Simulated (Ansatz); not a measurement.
This C structure is the end of a relaxation. The cell was found from a structure generator's guess, not taken from experiment.

Computed with DFT PBE, scalar-relativistic, plane waves, PAW in Ansatz. Cutoff 420 eV, Γ-centred mesh, Gaussian smearing, no spin polarisation.

```
C
1.0
     3.59692   -4.33097    0.00000
     3.59692    4.33097    0.00000
     0.00000    0.00000    2.52138
C
12
Cartesian
  2.2352 0.4349 1.8910
  2.2352 -0.4349 0.6303
  2.1048 -2.5331 1.8910
  3.5969 -2.0504 1.8910
  3.5969 1.1568 1.8910
  3.5969 2.0504 0.6303
  5.0890 2.5331 0.6303
  3.5969 -1.1568 0.6303
  4.9587 -0.4349 0.6303
  2.1048 2.5331 0.6303
  5.0890 -2.5331 1.8910
  4.9587 0.4349 1.8910
```

Energies count from the standard state of C at the same level.

Task: What space group does it have?

Result: Cmcm (No. 63). Conventional cell: a = 7.194 Å, b = 8.662 Å, c = 2.521 Å. Around C on a site of symmetry m lie 4 C at 1.53–1.55 Å; C on a second site of symmetry m is surrounded by 4 C at 1.55–1.58 Å; C on a site of symmetry m2m has 4 C at 1.55–1.57 Å; C on a second site of symmetry m2m is surrounded by 4 C at 1.54–1.55 Å.

Task: How far does it lie from the standard state of C?

Result: +0.439 eV/atom. So it is a metastable form at best.

Task: Is it a metal?

Result: No, the gap on the 4×4×10 mesh is 4.07 eV.

Task: From what recipe could a structure generator have reached it?

Result: One such recipe: 4-connected net of one element (Cmcm, No. 63). Other recipes can lead to the same cell.

The last run used a 4×4×10 mesh (in the run's order of axes) for its 12-atom cell and Gaussian smearing of 0.02 eV. Kohn–Sham gaps at this level usually fall short of measured ones. The reference form of C is held partly by dispersion forces, which this level lacks. A structure relaxed within its symmetry needn't be a true minimum. Another cell of C relaxed alike, in P6_122, lies 193 meV/atom lower, so this cell isn't the stable form at this level.
